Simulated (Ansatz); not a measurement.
## Ionic part of the dielectric constant of MgO at 30 GPa, mode by mode

These are results of DFT PBEsol, scalar-relativistic, plane waves, PAW in Ansatz 0.2.0, not measurements. Plane waves to 420 eV; Γ-centred k mesh 10×10×10; fixed occupations. No spin polarisation. Phonons by linear response, acoustic sum rule imposed.

The structure is cubic, space group Fm-3m (No. 225). The conventional cell has a = 4.019 Å, b = 4.019 Å, c = 4.019 Å, α = 90.00°, β = 90.00°, γ = 90.00°. Mg (site symmetry m-3m) has 6 O at 2.01 Å as nearest neighbours. O (site symmetry m-3m) is surrounded by 6 Mg at 2.01 Å.

The primitive cell has V = 16.23 Å³ and ε∞,zz = 3.106. Each polar mode adds Δε = (4.92064×10⁷/V)·S/ν² along z, with S its oscillator strength in e²/amu, ν in cm⁻¹ and V in Å³.

Problem. From these modes, find each Δε and ε0,zz.
| ν (cm⁻¹) | S_zz (e²/amu) |
| --- | --- |
| 523.8 | 0.3827 |

Solution.
```json
{"ν (cm⁻¹)": "523.8", "Δε": "4.23"}
```

The sum is 4.229, so ε0,zz = 7.33; the run's tensor has 7.33.

Problem. Where do the longitudinal modes lie for a wave vector along z?

Solution. At 805 cm⁻¹. The Lyddane–Sachs–Teller product Π(ν_LO/ν_TO)² = 2.36 matches ε0/ε∞ = 2.36.

Cost: 1 run of about 0.15 core-minutes, on Arm Neoverse V1 (shared hosts).

The lattice supplies more than half of the static dielectric constant of compressed MgO: the single polar mode adds 4.23 to an electronic part of 3.106. With one Mg and one O per primitive cell, there is only one set of optical modes, and cubic symmetry makes the response the same along every axis. The oscillator strength, taken with the reduced mass of the pair, implies Born charges close to the nominal divalent ones, as expected for a strongly ionic oxide with little dynamical charge transfer. The same charges, weakly screened by the tightly bound oxygen 2p electrons, produce the macroscopic field that lifts the longitudinal mode to 805 cm⁻¹ from 523.8 cm⁻¹. Because the ionic term varies as the inverse square of the transverse frequency, stiffening of the short-range Mg–O repulsion under compression should reduce it, while the Born charges probably change much less. The Lyddane–Sachs–Teller agreement confirms internal consistency, not the accuracy of the frequencies, and a single volume cannot establish how strongly the permittivity depends on pressure.
